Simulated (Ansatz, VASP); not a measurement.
**One calculation of AlN, two programs**

```
CELL_PARAMETERS angstrom
0.00000 2.18399 2.18399
2.18399 0.00000 2.18399
2.18399 2.18399 0.00000
ATOMIC_POSITIONS crystal
Al 0.00000 0.00000 0.00000
N 0.75000 0.75000 0.75000
```

Measurements of this composition are mostly on another form, of space group No. 186.

Alike in both runs: task single point; functional PBE; k mesh 4 × 4 × 4; no spin polarisation.

|  | VASP | Ansatz |
| --- | --- | --- |
| version | VASP 6.6.1 | Ansatz 0.2.0 |
| potentials or method | VASP PAW PBE potentials, release 64 (Al, N) | plane waves, PAW |
| plane-wave cutoff (eV) | 520 | 550 |
| occupations | gaussian, width 0.01 eV | fixed |
| valence electrons in the cell | 8 | 8 |

|  | VASP | Ansatz | Ansatz less VASP |
| --- | --- | --- | --- |
| gap on the k mesh at the Fermi level (eV) | 3.29 | 3.30 | +0.008 |

Caveats: the k mesh is coarse (spacing up to 0.62 Å⁻¹), so the values aren't converged. PBE gaps usually lie below the measured ones, often by a third to a half. A k mesh can miss the band edges.
